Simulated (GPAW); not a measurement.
## MgS (Niningerite): band structure with r2SCAN

MgS (Niningerite):

```
S Mg
1.0
     0.00000    2.60165    2.60165
     2.60165    0.00000    2.60165
     2.60165    2.60165    0.00000
S Mg
1 1
Direct
  0.50000 0.50000 0.50000
  0.00000 0.00000 0.00000
```

```yaml
Program: GPAW 26.7.0
Task: band structure
Functional: r2SCAN
Potentials_or_basis: GPAW PAW data sets (gpaw-data 1.2.1)
Cutoff: 800 eV
Basis: pw
k_mesh: 9 × 9 × 9
Occupations: fermi-dirac, width 0.05 eV
Spin: no spin polarisation
Maxiter: 150
Band_path: GXWKGLUWLK,UX
Band_points: 100
```

| Item | Value |
| --- | --- |
| Pressure | 0.1 GPa |
| Band gap on the k mesh | 3.62 eV, indirect (least direct gap 4.65 eV) |
| Band gap along the path | 3.49 eV, indirect (least direct gap 4.65 eV) |

Levels at the corners of the path, in eV from the valence-band top:
```
point  band 5  band 6  band 7  band 8  band 9  band 10  band 11  band 12
    Γ  -13.18    0.00    0.00    0.00    4.65     8.49     8.49     8.49
    X  -11.47   -4.26   -1.72   -1.72    3.49     4.91    13.15    13.33
    W  -11.43   -3.28   -3.28   -2.34    5.94     8.60     8.60     8.82
    K  -11.47   -3.75   -3.19   -1.40    4.58     7.32    10.41    10.91
    Γ  -13.18    0.00    0.00    0.00    4.65     8.49     8.49     8.49
    L  -11.85   -4.86   -0.62   -0.62    5.22     7.50     7.50    11.33
    U  -11.47   -3.75   -3.19   -1.40    4.58     7.32    10.41    10.91
    W  -11.43   -3.28   -3.28   -2.34    5.94     8.60     8.60     8.82
    L  -11.85   -4.86   -0.62   -0.62    5.22     7.50     7.50    11.33
    K  -11.47   -3.75   -3.19   -1.40    4.58     7.32    10.41    10.91
    U  -11.47   -3.75   -3.19   -1.40    4.58     7.32    10.41    10.91
    X  -11.47   -4.26   -1.72   -1.72    3.49     4.91    13.15    13.33
```

Run time: 2.7 min on 1 thread of Arm Neoverse V2 (shared host), peak memory 0.36 GiB.

Caveat: the PAW data sets were made with another functional, which shifts forces and pressure a little; the mesh misses the band edges, which the band path finds closer together. r2SCAN opens gaps a little over a GGA but as a rule still falls short of measured ones.
